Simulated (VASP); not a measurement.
The system is SnS2.

```xyz
3
Lattice="3.6390 0.0000 0.0000 -1.8195 3.1515 0.0000 0.0000 0.0000 5.8680" Properties=species:S:1:pos:R:3 pbc="T T T"
Sn    0.0000    0.0000    0.0000
S     0.0000    2.1010    1.4670
S     1.8195    1.0505    4.4010
```

```yaml
Program: VASP 6.6.1
Task: relaxation of cell and atoms
Functional: PBE
Dispersion: D3(BJ)
Potentials_or_basis: VASP PAW PBE potentials, release 64 (Sn_d, S)
Cutoff: 600 eV
k_mesh: 9 × 9 × 5
Occupations: gaussian, width 0.03 eV
Spin: no spin polarisation
```

At the start: pressure 1.7 GPa; volume 22.43 Å³/atom.

**Question.** How do energy, volume and symmetry change on relaxing?

**Answer.** Over 14 steps the energy falls by 3.1 meV/atom and the volume is 22.57 Å³/atom (+0.6 %); space group P-3m1 (No. 164, to 0.05 Å).

Step by step:
```tsv
step	energy change (eV)	largest force (eV/Å)	pressure (GPa)	volume (Å³)
1	0.0000	0.2533	1.72	67.30
2	-0.0012	0.1919	-1.55	69.66
3	-0.0080	0.0160	-0.06	68.51
4	-0.0080	0.0202	0.00	68.48
5	-0.0082	0.0292	0.00	68.45
6	-0.0085	0.0517	-0.04	68.37
7	-0.0087	0.0381	-0.07	68.31
8	-0.0091	0.0001	-0.17	68.12
9	-0.0092	0.0182	-0.23	68.02
10	-0.0093	0.0098	-0.08	67.86
11	-0.0093	0.0081	-0.09	67.82
12	-0.0094	0.0046	-0.03	67.75
13	-0.0094	0.0027	0.08	67.62
14	-0.0094	0.0018	-0.01	67.70
```

Final structure:
```yaml
crystal:
  lattice:
    - [3.66721, 0.00000, 0.00000]
    - [-1.83361, 3.17590, 0.00000]
    - [0.00000, 0.00000, 5.81303]
  atoms:
    - { symbol: Sn, position: [0.00000, 0.00000, 0.00000] }
    - { symbol: S, position: [0.33333, 0.66667, 0.25437] }
    - { symbol: S, position: [0.66667, 0.33333, 0.74563] }
```
